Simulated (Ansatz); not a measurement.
Crystal: ZrS2.

```
Zr S
1.0
     3.69138    0.00000    0.00000
    -1.84569    3.19683    0.00000
     0.00000    0.00000    6.04108
Zr S
1 2
Cartesian
  0.0000 0.0000 0.0000
  0.0000 2.1312 1.4372
  1.8457 1.0656 4.6038
```

The cell is a database's computed one.

Base run:

- Program: Ansatz 0.2.0
- Functional: r2SCAN
- Potentials or basis: Ansatz PAW
- Cutoff: 500 eV
- Density cutoff: 2000 eV
- k mesh: 8 × 8 × 5
- Occupations: fermi-dirac, width 0.05 eV
- Spin: no spin polarisation

Its results: band gap on the k mesh 1.36 eV, indirect (least direct gap 1.95 eV); pressure 0.0 GPa; largest force 0.020 eV/Å.

Task: After a change of settings the same cell gave: band gap on the k mesh 1.11 eV, indirect (least direct gap 1.68 eV); pressure 2.6 GPa; largest force 0.126 eV/Å. Which change was it?
A. functional from r2SCAN to PBE; potentials or basis from Ansatz PAW to JTH PAW; cutoff from 500 eV to 990 eV; density cutoff from 2000 eV to 3960 eV
B. functional from r2SCAN to RPBE; cutoff from 500 eV to 420 eV; density cutoff from 2000 eV to 1680 eV
C. functional from r2SCAN to PBE; potentials or basis from Ansatz PAW to Ansatz PAW earlier set; cutoff from 500 eV to 580 eV; density cutoff from 2000 eV to 2320 eV
D. functional from r2SCAN to BLYP; cutoff from 500 eV to 420 eV; density cutoff from 2000 eV to 1680 eV; k mesh from 8 × 8 × 5 to 5 × 5 × 3

Result: B.

r2SCAN gives the wider gap, since meta-GGAs in the generalised Kohn-Sham scheme recover part of the derivative discontinuity.

Caveats: the PAW data sets come from PBE, with cores solved anew for the run's functional, which leaves a small shift of forces and pressure; the potentials were made for another functional, which shifts forces and pressure (some runs); this functional lacks dispersion, which binds the layers, so the pressure and a relaxed spacing across them are unreliable (some runs).

Not every run made on this cell is shown here.
